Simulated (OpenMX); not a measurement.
**ZnSe (Stilleite) under changes of volume**

One of the cells (22.757 Å³/atom); the others are scaled copies at fixed shape and fractional positions:

```xyz
2
Lattice="0.0000 2.8338 2.8338 2.8338 0.0000 2.8338 2.8338 2.8338 0.0000" Properties=species:S:1:pos:R:3 pbc="T T T"
Se    4.2507    4.2507    4.2507
Zn    0.0000    0.0000    0.0000
```

```yaml
Program: OpenMX 3.8.5
Functional: PBE
Potentials_or_basis: OpenMX 2013 PBE set, Se7.0-s3p2d1, Zn6.0H-s2p2d1, fixed grid of 45 × 45 × 45 points
k_mesh: 9 × 9 × 9
Occupations: fermi-dirac, width 0.05 eV
Spin: no spin polarisation
```

```csv
volume (Å³/atom),energy over the lowest point (meV/atom),gap on the mesh (eV)
21.391,?,?
21.846,75.79,1.88
22.301,52.03,1.77
22.757,32.76,1.67
23.212,18.19,1.57
23.667,7.41,1.47
24.122,0.00,1.38
```

**Question.** What does the run at 21.391 Å³/atom give?

**Answer.** Energy over the lowest point 104.54 meV/atom; gap on the mesh 1.99 eV.

Worked out: A Birch-Murnaghan fit of order 3 (a polynomial in V^(-2/3)) to the other rows has no minimum within the range. It gives 105.13 meV/atom at 21.391 Å³/atom, against the run's 104.54. A straight line through the other rows of the gap, of slope -5.05 eV per unit of ln V (its deformation potential), extrapolates to 1.98 eV, against the run's 1.99.

Energies are extrapolated to zero smearing.

Caveats: the transition metal has a single d function, too few for pressures, volumes and moments; the basis of atomic orbitals isn't converged, which shifts pressures, moduli and gaps.

Spin-orbit coupling on Se is left out.
